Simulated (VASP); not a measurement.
Write the native input for VASP 6.6.1 that does the following.

| Property | Result |
| --- | --- |
| Task | electric field gradients |
| Functional | PBE |
| Potentials or basis | VASP PAW PBE potentials, release 64 (Al, O) |
| Cutoff | 520 eV |
| k mesh | 4 × 4 × 4 |
| Occupations | fermi-dirac, width 0.02 eV |
| Spin | no spin polarisation |
| Dipole correction | no |
| Further INCAR settings | LREAL = Auto; ALGO = Fast; EDIFF = 1e-08; NBANDS = 122 |

The structure of Al2O3 lies in POSCAR:

```
Al2O3
1.0
   -4.4376709900      4.4376709900      4.4376709900
    4.4376709900     -4.4376709900      4.4376709900
    4.4376709900      4.4376709900     -4.4376709900
Al O
16 24
Direct
    0.5000000000      0.0000000000      0.0000000000
    0.9621603400      0.2500000000      0.2121603400
    0.7878396600      0.0378396600      0.7500000000
    0.7121603400      0.4621603400      0.2500000000
    0.7500000000      0.7878396600      0.0378396600
    0.7500000000      0.2878396600      0.5378396600
    0.4621603400      0.2500000000      0.7121603400
    0.0000000000      0.5000000000      0.0000000000
    0.5000000000      0.5000000000      0.5000000000
    0.0000000000      0.0000000000      0.5000000000
    0.5378396600      0.7500000000      0.2878396600
    0.2500000000      0.7121603400      0.4621603400
    0.2500000000      0.2121603400      0.9621603400
    0.2878396600      0.5378396600      0.7500000000
    0.2121603400      0.9621603400      0.2500000000
    0.0378396600      0.7500000000      0.7878396600
    0.7706670600      0.0458728300      0.4971185000
    0.7293329400      0.2264514400      0.2752057700
    0.2735485600      0.0028815000      0.0487543300
    0.9541271700      0.5028815000      0.2293329400
    0.4541271700      0.2247942300      0.4512456700
    0.7735485600      0.7247942300      0.2706670600
    0.0487543300      0.2735485600      0.0028815000
    0.4512456700      0.4541271700      0.2247942300
    0.7247942300      0.2706670600      0.7735485600
    0.7752057700      0.5487543300      0.5458728300
    0.0028815000      0.0487543300      0.2735485600
    0.4971185000      0.7706670600      0.0458728300
    0.9971185000      0.9512456700      0.7264514400
    0.2247942300      0.4512456700      0.4541271700
    0.2752057700      0.7293329400      0.2264514400
    0.5028815000      0.2293329400      0.9541271700
    0.5487543300      0.5458728300      0.7752057700
    0.9512456700      0.7264514400      0.9971185000
    0.5458728300      0.7752057700      0.5487543300
    0.2264514400      0.2752057700      0.7293329400
    0.0458728300      0.4971185000      0.7706670600
    0.7264514400      0.9971185000      0.9512456700
    0.2293329400      0.9541271700      0.5028815000
    0.2706670600      0.7735485600      0.7247942300
```

Measurements of this composition are mostly on another form, of space group No. 167.

One way to write it, as run:

INCAR

```
PREC     = Accurate       # precision mode
ENCUT    = 520            # plane-wave cutoff, eV
EDIFF    = 1E-8           # SCF threshold, eV
ISMEAR   = -1             # smearing method
SIGMA    = 0.02           # smearing width, eV
LREAL    = Auto         
LASPH    = True           # aspherical terms in the spheres
NELM     = 100            # most SCF steps
ALGO     = Fast           # electronic algorithm
ISIF     = 2              # what is computed and relaxed
LWAVE    = False          # write WAVECAR
LCHARG   = False          # write CHGCAR
GGA      = PE             # functional
LEFG     = True         
NBANDS   = 122            # bands
```

KPOINTS

```
regular mesh
0
Gamma
  4 4 4
```

Potentials or basis: VASP PAW PBE potentials, release 64 (Al, O).

Run with:

```console
$ cat potpaw_PBE.64/Al/POTCAR potpaw_PBE.64/O/POTCAR > POTCAR
$ mpirun -np 1 vasp_std > vasp.out
```

It gave:

```
Pressure               : 8.1 GPa
Largest force          : 0.105 eV/Å
Band gap on the k mesh : 5.56 eV, indirect (least direct gap 5.59 eV)
```

Wall time 13 min on 1 thread of Intel(R) Xeon(R) Platinum 8259CL CPU @ 2.50GHz (Skylake/Cascade Lake), with other jobs on the host, peak memory 0.58 GiB.
